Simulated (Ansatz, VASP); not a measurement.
Se: VASP beside Ansatz

```
CELL_PARAMETERS angstrom
4.48880 0.00000 0.00000
-2.24440 3.88742 0.00000
0.00000 0.00000 4.99162
ATOMIC_POSITIONS crystal
Se 0.21863 0.00000 0.16667
Se 0.00000 0.21863 0.83333
Se 0.78137 0.78137 0.50000
```

Alike in both runs: functional r2SCAN; k mesh 6 × 6 × 4; occupations gaussian, width 0.1 eV; no spin polarisation.

Ansatz relaxed the structure, and its values are those at the end. VASP's run is a single point on that final structure, the one shown.

|  | VASP | Ansatz |
| --- | --- | --- |
| version | VASP 6.6.1 | Ansatz 0.2.0 |
| potentials or method | VASP PAW PBE potentials, release 64 (Se) | scalar-relativistic, plane waves, PAW |
| plane-wave cutoff (eV) | 520 | 500 |
| valence electrons in the cell | 18 | 48 |

```tsv
	VASP	Ansatz	Ansatz less VASP
gap on the k mesh at the Fermi level (eV)	1.30	1.31	+0.010
least direct gap on the mesh (eV)	1.57	1.58	+0.011
pressure (GPa)	-0.1	-0.1	+0.03
rms of the force components (eV/Å)	0.025	0.026	+0.0008
```

The two sets of potentials don't hold the same shells in valence.

Caveats: the PAW data sets were made with another functional, which shifts forces and pressure a little (VASP). r2SCAN opens gaps a little over a GGA but as a rule still falls short of measured ones. A k mesh can miss the band edges.
